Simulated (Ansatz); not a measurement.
Runs of Ansatz 0.2.0 on C. The structure is cubic, space group Fd-3m (No. 227). Conventional cell: a = 3.567 Å, b = 3.567 Å, c = 3.567 Å, α = 90.00°, β = 90.00°, γ = 90.00°. C (site symmetry -43m) has 4 C at 1.54 Å as nearest neighbours. This isn't the form of C at room conditions, which is graphite.

```csv
task,level,cell,k mesh,cutoff (eV),share of exact exchange,mesh quality,gap on the mesh (eV),pressure (GPa),relaxed volume (Å³/atom)
relaxation of cell and atoms,PBEsol,relaxed,13 × 13 × 13,420,-,not flagged,4.04,0.0,5.61
relaxation of cell and atoms,PBEsol+D4,relaxed,13 × 13 × 13,420,-,not flagged,4.06,0.0,5.57
single point,r2SCAN0 form with a typed share of exact exchange,as given,7 × 7 × 7,500,0.1,coarse,(c),-5.6,-
single point,r2SCAN0 form with a typed share of exact exchange,as given,7 × 7 × 7,500,0.15,coarse,(b),(a),-
single point,r2SCAN0 form with a typed share of exact exchange,as given,7 × 7 × 7,500,0,coarse,4.49,-2.4,-
```

Alike in all rows: potentials or basis Ansatz PAW; no spin polarisation; smearing fermi-dirac 0.05 eV.

Q: Fill in the values left out.

A: (a) -7.2; (b) 5.56; (c) 5.20.

Caveats: some runs use coarse meshes; odd divisions of the mesh miss points on the zone boundary, where band edges often lie, so the gap on the mesh can be too wide; the PAW data sets come from PBE, with cores solved anew for the run's functional, which leaves a small shift of forces and pressure; the plane-wave basis is chosen anew once the cell has moved, so the energies of steps on either side of that aren't comparable (some runs); the thresholds are loose for stress (some runs).

A k mesh can miss the band edges.
